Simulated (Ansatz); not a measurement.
Given:

NaBr (rock salt)

```xyz
2
Lattice="0.0000 3.0180 3.0180 3.0180 0.0000 3.0180 3.0180 3.0180 0.0000" Properties=species:S:1:pos:R:3 pbc="T T T"
Br     0.0000     0.0000     0.0000
Na     3.0180     3.0180     3.0180
```

The volume is varied about the relaxed value V₀ at fixed cell shape. Symmetry pins the atoms to their sites.

These are PBE (plane waves to 420 eV, PAW, scalar-relativistic; Ansatz, a quantum-chemistry and plane-wave program) values and carry that method's errors. k mesh 10×10×10 (Γ-centred), Fermi-Dirac smearing 0.05 eV. The energy includes the smearing's −TS. Stress and pressure are positive under compression. NaBr was relaxed with its symmetry unable to fall. The zero of ΔE is the relaxed starting cell.

The scan covers V/V₀ from 0.900 to 1.100 in 9 points.

What is ΔE at V/V₀ = 0.900?

20.2 meV/atom.

What pressure does the cell carry at V/V₀ = 0.900?

2.61 GPa.

What is ΔE at V/V₀ = 1.100?

13.9 meV/atom.

(A scan under strain: stresses follow from slopes of the energy per volume, elastic moduli from its curvatures.)
